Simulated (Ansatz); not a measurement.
## Ti: relaxation of cell and atoms with PBEsol

The system is Ti.

```
Ti
1.0
     4.56737    0.00000    0.00000
    -2.28369    3.95546    0.00000
     0.00000    0.00000    2.82624
Ti
3
Direct
  0.66667 0.33333 0.50000
  0.33333 0.66667 0.50000
  0.00000 0.00000 0.00000
```

This isn't the form of Ti at room conditions, which is hcp.

```json
{"Program": "Ansatz 0.2.0", "Task": "relaxation of cell and atoms", "Functional": "PBEsol", "Potentials or basis": "all-electron LAPW, scalar-relativistic", "Basis error allowed": "0.002 eV/atom", "k mesh": "7 × 7 × 9", "Occupations": "fermi-dirac, width 0.05 eV", "Spin": "no spin polarisation"}
```

```
Relaxed volume                         : 16.47 Å³/atom
Relaxed cell                           : a = 4.516 Å, b = 4.516 Å, c = 2.798 Å, α = 90.00°, β = 90.00°, γ = 120.00°
Space group after relaxing (to 0.05 Å) : P6/mmm (No. 191)
Energy gained by relaxing              : 6.6 meV/atom
Ionic steps                            : 5
Pressure after relaxing                : 0.0 GPa
```

Step by step:
| step | energy change (eV) | largest force (eV/Å) | volume (Å³) |
| --- | --- | --- | --- |
| 1 | 0.0000 | 0.0000 | 51.06 |
| 2 | -0.0030 | 0.0000 | 48.00 |
| 3 | -0.0199 | 0.0000 | 49.47 |
| 4 | -0.0199 | 0.0000 | 49.40 |
| 5 | -0.0199 | 0.0000 | 49.40 |

Final structure:
```
Ti
1.0
     4.51566    0.00000    0.00000
    -2.25783    3.91068    0.00000
     0.00000    0.00000    2.79765
Ti
3
Cartesian
  2.2578 1.3036 1.3988
  0.0000 2.6071 1.3988
  0.0000 0.0000 0.0000
```

It took 53 s on 2 threads of Intel(R) Xeon(R) Processor @ 2.50GHz (Skylake/Cascade Lake), on a shared host, peak memory 0.35 GiB.
